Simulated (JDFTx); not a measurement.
ZrS2:

```
Zr S
1.0
     3.69138    0.00000    0.00000
    -1.84569    3.19683    0.00000
     0.00000    0.00000    6.04108
Zr S
1 2
Direct
  0.00000 0.00000 0.00000
  0.33333 0.66667 0.23791
  0.66667 0.33333 0.76209
```

The cell is a database's computed one.

Base run:

- Program: JDFTx 1.7.0 (patched build)
- Functional: PBEsol
- Potentials or basis: PseudoDojo-SR-PBEsol-0.4.1-standard with smoothed tails
- Cutoff: 898 eV
- Density cutoff: 7184 eV
- k mesh: 8 × 8 × 5
- Occupations: fermi-dirac, width 0.05 eV
- Spin: no spin polarisation

Its results: band gap on the k mesh 0.98 eV, indirect (least direct gap 1.58 eV); pressure -2.5 GPa; largest force 0.143 eV/Å.

**Question.** The run is repeated on the same cell with these changes: functional from PBEsol to LDA; potentials or basis from PseudoDojo-SR-PBEsol-0.4.1-standard with smoothed tails to PseudoDojo-SR-LDA-0.4.1-standard with smoothed tails; cutoff from 898 eV to 952 eV; density cutoff from 7184 eV to 7619 eV. What comes out?

**Answer.** Band gap on the k mesh 0.93 eV, indirect (least direct gap 1.53 eV); pressure -4.5 GPa; largest force 0.291 eV/Å.

Caveats: an odd mesh through Γ misses points on the zone boundary, where band edges often lie; the empty levels aren't tightly converged (some runs); this functional lacks dispersion, which binds the layers, so the pressure and a relaxed spacing across them are unreliable (some runs).
